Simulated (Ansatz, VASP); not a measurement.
**AlAs2: VASP beside Ansatz**

```
Al As
1.0
     1.77578    1.02525    5.36332
    -1.77578    1.02525    5.36332
     0.00000   -2.05050    5.36332
Al As
1 2
Direct
  0.00000 0.00000 0.00000
  0.75000 0.75000 0.75000
  0.25000 0.25000 0.25000
```

Alike in both runs: task single point; functional PBE; k mesh 6 × 6 × 6; occupations gaussian, width 0.1 eV; no spin polarisation.

```csv
,VASP,Ansatz
version,VASP 6.6.1,Ansatz 0.2.0
potentials or method,"VASP PAW PBE potentials, release 64 (Al, As)","scalar-relativistic, plane waves, PAW"
plane-wave cutoff (eV),520,420
valence electrons in the cell,13,33
```

Ansatz gave:

```
gap on the k mesh at the Fermi level (eV)       : none
pressure (GPa)                                  : 10.7
largest component of the traceless stress (GPa) : 4.26
rms of the force components (eV/Å)              : 0.762
```

**Question.** Estimate VASP's values.

**Answer.** gap on the k mesh at the Fermi level (eV): none; pressure (GPa): 11.0; largest component of the traceless stress (GPa): 4.27; rms of the force components (eV/Å): 0.775.

Atom by atom the forces differ by 0.013 eV/Å (rms over components). A gap of «none» marks a metal or a gap that the smearing closes. With one functional, cell and mesh, what is left measures potentials, basis and numerics. The two sets of potentials don't hold the same shells in valence.

Caveats: forces of over 1 eV/Å show positions far from the minimum, so gaps and moduli don't describe the material at rest.
